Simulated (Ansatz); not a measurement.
Random displacements in SnO2

Level of theory: DFT r2SCAN, scalar-relativistic, plane waves, PAW in Ansatz. Cutoff 500 eV, Γ-centred 6×6×8 k-points, Gaussian smearing of 0.05 eV. No spin polarisation. Energies are free energies at this smearing, counted from the undisturbed cell; pressure is positive in compression.

Reference structure (as given, not relaxed at this level):

```
CELL_PARAMETERS angstrom
4.78800 0.00000 0.00000
0.00000 4.86658 0.00000
0.00000 0.00000 3.24090
ATOMIC_POSITIONS crystal
Sn 0.50000 0.50000 0.50000
Sn 0.00000 0.00000 0.00000
O 0.29185 0.32104 0.00000
O 0.79185 0.17896 0.50000
O 0.20814 0.82104 0.50000
O 0.70815 0.67896 0.00000
```

After a displacement of all atoms with no net shift and a strain of the cell, the run gives ΔE = 75.3 meV/atom; stress (xx, yy, zz, yz, xz, xy; compression positive) (10.54, 6.65, 7.36, -4.21, 7.29, 2.14) GPa; gap on the mesh 2.11 eV.

```csv
atom,Fx (eV/Å),Fy,Fz
Sn1,0.194,-1.066,-0.086
Sn2,-2.338,1.472,-3.235
O3,0.255,0.286,-0.209
O4,-0.418,0.354,0.266
O5,1.631,-1.763,3.594
O6,0.675,0.717,-0.329
```

(1) Which displacements (Å, in the unstrained cell) and strain were applied?

Results:

(1)
| atom | ux | uy | uz |
| --- | --- | --- | --- |
| Sn1 | -0.01 | 0.03 | 0.02 |
| Sn2 | 0.04 | -0.02 | 0.06 |
| O3 | -0.04 | 0.02 | 0.00 |
| O4 | 0.01 | -0.03 | 0.02 |
| O5 | 0.02 | 0.05 | -0.13 |
| O6 | -0.02 | -0.04 | 0.04 |
Strain (Voigt, engineering shear): (-0.0422, -0.0176, -0.0060, 0.0086, -0.0304, -0.0170).

Cost: 1 run of about 1.1 core-minutes, on Arm Neoverse V2 (shared hosts).